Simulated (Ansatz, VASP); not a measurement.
Two plane-wave programs on Be

The input INCAR:

```
SYSTEM = Be
PREC = Accurate ; ENCUT = 520
EDIFF = 1E-6 ; ISMEAR = -1
SIGMA = 0.1 ; LREAL = .False.
LASPH = .True. ; NELM = 60
ALGO = Normal ; ISIF = 2
LWAVE = .False. ; LCHARG = .False.
GGA = RP ; NBANDS = 7
```

File KPOINTS:

```
Automatic mesh
0
Gamma
  20 20 20
  0 0 0
```

Contents of POSCAR:

```
Be
1.0
   -1.2783798249      1.2783798249      1.2783798249
    1.2783798249     -1.2783798249      1.2783798249
    1.2783798249      1.2783798249     -1.2783798249
Be
1
Direct
    0.0000000000      0.0000000000      0.0000000000
```

Input for Ansatz:

```yaml
crystal:
  lattice:
    - [-1.2783798249, 1.2783798249, 1.2783798249]
    - [1.2783798249, -1.2783798249, 1.2783798249]
    - [1.2783798249, 1.2783798249, -1.2783798249]
  atoms:
    - { symbol: Be, position: [0.0, 0.0, 0.0] }
hamiltonian:
  xc: rpbe
  pseudopotentials:
    kind: paw
    azcp:
      Be: "pseudopotentials/Be.paw.azcp"
basis:
  ecutwfc: 420
  fft_grid_basis: typed
kpoints:
  mp_grid: { grid: [20, 20, 20], shift: [0, 0, 0] }
magnetization:
  spin_polarized: false
scf:
  occupations: { method: fermi_dirac, width: 0.1 }
  lower_state_search: "off"
output:
  stress: true
  write_density: true
  write_potential: true
  elf: true
  volumetric_format: npy
```

Alike in both runs: task single point; functional RPBE; k mesh 20 × 20 × 20; occupations fermi-dirac, width 0.1 eV; no spin polarisation.

|  | VASP | Ansatz |
| --- | --- | --- |
| version | VASP 6.6.1 | Ansatz 0.2.0 |
| potentials or method | VASP PAW PBE potentials, release 64 (Be) | plane waves (420 eV) with PAW, scalar-relativistic |
| plane-wave cutoff (eV) | 520 | 420 |
| valence electrons in the cell | 2 | 2 |

```tsv
	VASP	Ansatz	Ansatz less VASP
pressure (GPa)	-4.4	-4.4	-0.02
```

The functional is the same, so the differences come from potentials, cutoffs and numerics.

Caveats: the PAW data sets were made with another functional, which shifts forces and pressure a little (VASP).
